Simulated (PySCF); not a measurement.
**Frontier levels across methods**

C₄H₉NO.
Cartesian coordinates in Å at the PBE0-D3(BJ)/def2-SVP level; atoms count from 1:
```
atom  x, y, z in Å
C1    -1.229    0.903    0.199
C2    -1.374   -0.476   -0.430
O3    -0.255   -0.790   -1.220
C4     0.940   -0.748   -0.483
C5     1.145    0.624    0.146
N6     0.009    1.046    0.946
H7    -2.087    1.123    0.855
H8    -1.234    1.659   -0.605
H9    -1.500   -1.237    0.372
H10   -2.258   -0.531   -1.085
H11    0.922   -1.523    0.316
H12    1.757   -1.001   -1.176
H13    1.290    1.362   -0.662
H14    2.059    0.636    0.762
H15   -0.039    0.485    1.796
```

Basis pcSseg-1 throughout (PySCF), one geometry. Isolated species at its PBE0-D3(BJ)/def2-SVP geometry (one conformer only).

How do the orbital energies, the gap and the dipole change with the method?

```
method          kind  HOMO (eV)  LUMO (eV)  gap (eV)  μ (D)  SCF cycles
  BLYP           GGA      -4.62       0.53      5.15   1.17          14
  OPBE           GGA      -4.69       0.78      5.47   1.19          14
   PBE           GGA      -4.72       0.53      5.25   1.18          13
  BP86           GGA      -4.83       0.62      5.44   1.19          13
   LDA           LDA      -4.84       0.35      5.18   1.22          14
    HF  Hartree–Fock      -9.68       4.26     13.94   1.40          10
```

The HOMO spans 5.06 eV, from BLYP down to HF, and the gap runs from 5.15 eV (BLYP) to 13.94 eV (HF). The dipole ranges from 1.17 D (BLYP) to 1.40 D (HF). This basis has no diffuse functions.
